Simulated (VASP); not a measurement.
# Bi, self-consistent run: which settings are enough?

Bi, P-1 (no. 2), 2 atoms in the cell. PBE; PAW potentials Bi_d (PBE set). VASP 6.6.1. The atoms are moved at random off their ideal places.

Wanted: energy within 1 meV/atom; forces within 0.005 eV/Å; pressure within 0.1 GPa.

POSCAR:
```
Bi
1.0
    2.2675000000      1.3091417354      3.9380000000
   -2.2675000000      1.3091417354      3.9380000000
    0.0000000000     -2.6182834708      3.9380000000
Bi
2
Direct
    0.7665720000      0.7680220000      0.7658900000
    0.2297840000      0.2355000000      0.2360820000
```

## FFT grids and symmetry tolerance typed by hand

| FFT grids and symmetry tolerance typed by hand | Energy less reference (meV/atom) | Forces, largest deviation (eV/Å) | Pressure (GPa) | SCF iterations | Time (s) |
|---|---|---|---|---|---|
| default | 0.0 | 0.0000 | 2.29 | 12 | 75 |
| NGX, NGY, NGZ = 44, 44, 44 | 0.0 | 0.0001 | 2.29 | 12 | 186 |
| NGX, NGY, NGZ = 28, 28, 28 | 0.0 | 0.0004 | 2.29 | 12 | 45 |
| NGX, NGY, NGZ = 22, 22, 22 | 0.0 | 0.0017 | 2.29 | 12 | 28 |
| NGX, NGY, NGZ = 18, 18, 18 | -5.5 | 0.0008 | 2.43 | 12 | 20 |
| NGXF, NGYF, NGZF = 50, 50, 50 | 0.0 | 0.0004 | 2.29 | 12 | 68 |
| NGXF, NGYF, NGZF = 100, 100, 100 | 0.0 | 0.0001 | 2.29 | 12 | 77 |
| SYMPREC = 0.001 | 0.0 | 0.0000 | 2.29 | 12 | 78 |
| SYMPREC = 1e-08 | 0.0 | 0.0000 | 2.29 | 12 | 73 |
| EWALD_CUTOFF = 2.0 | -16106.4 | 1.5184 | -75.26 | 12 | 73 |
| EWALD_CUTOFF = 8.0 | 0.0 | 0.0000 | 2.29 | 12 | 73 |

Chosen: NGX, NGY, NGZ = 22, 22, 22, the fastest of those that stay within half of the tolerance.

## The input

INCAR:
```
SYSTEM = Bi
PREC = Accurate
ENCUT = 450
EDIFF = 1E-7
ISMEAR = 1
SIGMA = 0.1
LREAL = .False.
LASPH = .True.
ALGO = Normal
NELM = 100
ISIF = 2
LWAVE = .False.
LCHARG = .False.
NGX = 22
NGY = 22
NGZ = 22
```

KPOINTS:
```
k-points
0
Gamma
  6 6 6
```

Commands:
```
cat potpaw_PBE.64/Bi_d/POTCAR > POTCAR
mpirun -np 1 vasp_std > vasp.out
```

The chosen input took VASP 6.6.1 28 s on 1 core (AMD EPYC 9R45 (Zen 5)), a shared host.

## An input that fails: an FFT grid typed too coarse

It runs to its end, but against the unchanged starting input it is off by 83.7 meV/atom in the energy, 0.0232 eV/Å in the forces, 1.29 GPa in the pressure.

Changes against the starting input:
```
+ NGX = 12
+ NGY = 12
+ NGZ = 12
```
